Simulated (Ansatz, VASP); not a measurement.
One calculation of AlNi, two programs

```
Ni Al
1.0
     2.88100    0.00000    0.00000
     0.00000    2.88100    0.00000
     0.00000    0.00000    2.88100
Ni Al
1 1
Direct
  0.50000 0.50000 0.50000
  0.00000 0.00000 0.00000
```

Alike in both runs: task relaxation of cell and atoms; functional revPBE; dispersion D3(BJ); k mesh 9 × 9 × 9; occupations fermi-dirac, width 0.05 eV; collinear spin.

|  | VASP | Ansatz |
| --- | --- | --- |
| version | VASP 6.6.1 | Ansatz 0.2.0 |
| potentials or method | VASP PAW PBE potentials, release 64 (Ni, Al), cutoff 600 eV | all-electron LAPW, scalar-relativistic |

Ansatz gave:

```
net moment per atom (μB)                                     : 0.00
relaxed volume (Å³/atom)                                     : 11.45
relaxed cell length with the largest relative difference (Å) : 2.840
energy change over the relaxation (meV/atom)                 : -11
```

Estimate VASP's values.

net moment per atom (μB): 0.00; relaxed volume (Å³/atom): 11.44; relaxed cell length with the largest relative difference (Å): 2.839; energy change over the relaxation (meV/atom): -12.

Ansatz ran all-electron here, so the differences hold the error of VASP's frozen core and of both bases.

Caveats: the PAW data sets were made with another functional, which shifts forces and pressure a little (VASP); pairwise dispersion overbinds metals, which lowers pressure and volume (VASP); the starting moments weren't kept (Ansatz).
